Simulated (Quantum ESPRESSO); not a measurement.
## NiO: single point with PBE

NiO:

```
Ni O
1.0
     0.00000    2.08590    2.08590
     2.08590    0.00000    2.08590
     2.08590    2.08590    0.00000
Ni O
1 1
Direct
  0.00000 0.00000 0.00000
  0.50000 0.50000 0.50000
```

```
Program             : Quantum ESPRESSO 7.5
Task                : single point
Functional          : PBE
Potentials or basis : SG15 PBE 1.2
Cutoff              : 952 eV
Density cutoff      : 3810 eV
k mesh              : 4 × 4 × 4
Occupations         : fermi-dirac, width 0.05 eV
Spin                : collinear spin, ferromagnetic start
Starting moments    : [1.0, 0.0] μB
Mixing beta         : 0.3
Most SCF iterations : 120
SCF threshold       : 4e-10 Ry
```

```json
{"Band gap on the k mesh": "none (metal or under the smearing width)", "Net moment": "1.38 μB per cell", "Absolute moment": "1.38 μB per cell", "Site moments": "Ni +1.12; O +0.21 μB", "Valence electrons inside the program's atomic spheres": "Ni 15.71; O 5.65"}
```

Levels at points of the mesh, in eV from the Fermi level:
Spin up:
| k point | band 9 | band 10 | band 11 | band 12 | band 13 | band 14 | band 15 | band 16 | band 17 | band 18 |
| --- | --- | --- | --- | --- | --- | --- | --- | --- | --- | --- |
| (0.00, 0.00, 0.00) | -2.89 | -2.89 | -2.45 | -2.45 | -2.45 | 1.59 | 17.98 | 18.98 | 18.98 | 18.98 |
| (0.00, 0.00, -0.50) | -1.74 | -1.74 | -1.24 | 0.38 | 0.38 | 5.66 | 9.99 | 14.17 | 14.17 | 21.41 |
| (0.00, -0.50, -0.50) | -3.35 | -2.54 | -2.00 | -1.42 | -1.42 | 6.30 | 10.55 | 12.31 | 16.69 | 16.69 |
Spin down:
```csv
k point,band 8,band 9,band 10,band 11,band 12,band 13,band 14,band 15
"(0.00, 0.00, 0.00)",-2.77,-1.79,-1.79,-1.79,-0.86,-0.86,1.86,17.94
"(0.00, 0.00, -0.50)",-5.04,-0.92,-0.92,-0.56,1.92,1.92,5.80,10.39
"(0.00, -0.50, -0.50)",-4.09,-2.77,-0.70,-0.70,-0.44,0.08,6.63,10.84
```

Wall time 5 s on 2 MPI ranks on Arm Neoverse V1, with other jobs on the host, peak memory 0.12 GiB a rank.

Caveat: the k mesh is coarse (spacing up to 0.65 Å⁻¹), so the values aren't converged; a cell with one magnetic atom can't hold antiferromagnetic order, which such compounds often take; semilocal functionals often make such compounds metallic where correlation or magnetic order opens a gap, which also shifts bond lengths. With open d or f shells a metallic result of PBE can be an artefact of self-interaction; +U or a hybrid may open a gap.
